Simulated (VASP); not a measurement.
Set up this calculation in VASP 6.6.1, as the native input.

```
Task                   : relaxation of the atoms
Functional             : r2SCAN
Potentials or basis    : VASP PAW PBE potentials, release 64 (W_sv)
Cutoff                 : 600 eV
k mesh                 : 16 × 16 × 16
Occupations            : methfessel-paxton, width 0.1 eV
Spin                   : no spin polarisation
Further INCAR settings : ALGO = Normal; EDIFF = 1e-07; IBRION = 2; EDIFFG = -0.01; NSW = 40
```

The structure of W lies in POSCAR:

```
W                                       
1.0
   -1.5758322479      1.5758322479      1.5758322479
    1.5758322479     -1.5758322479      1.5758322479
    1.5758322479      1.5758322479     -1.5758322479
  W             
     1
Direct
     0.0000000000000000    0.0000000000000000    0.0000000000000000
```

The cell isn't the ideal one: a relaxed cell with its volume scaled by 0.98.

One way to write it, as run:

INCAR

```
  PREC = Accurate
  ENCUT = 600
  EDIFF = 1E-7
  ISMEAR = 1
  SIGMA = 0.1
  LREAL = False
  LASPH = True
  NELM = 80
  ALGO = Normal
  ISIF = 2
  LWAVE = False
  LCHARG = False
  METAGGA = R2SCAN
  LMIXTAU = True
  IBRION = 2
  NSW = 40
  EDIFFG = -0.01
```

KPOINTS

```
regular mesh
0
Gamma
  16 16 16
```

Potentials or basis: VASP PAW PBE potentials, release 64 (W_sv).

Command:

```bash
$ cat potpaw_PBE.64/W_sv/POTCAR > POTCAR
$ mpirun -np 1 vasp_std > vasp.out
```

It gave:

```json
{
  "Pressure after relaxing": "6.5 GPa",
  "Band gap on the k mesh": "none (metal or under the smearing width)"
}
```

Caveat: the relaxation stopped at its first step, so nothing moved; the PAW data sets were made with another functional, which shifts forces and pressure a little.

It took 47 s on 1 thread of Intel(R) Xeon(R) 6975P-C (Granite Rapids) (shared host), peak memory 0.17 GiB.
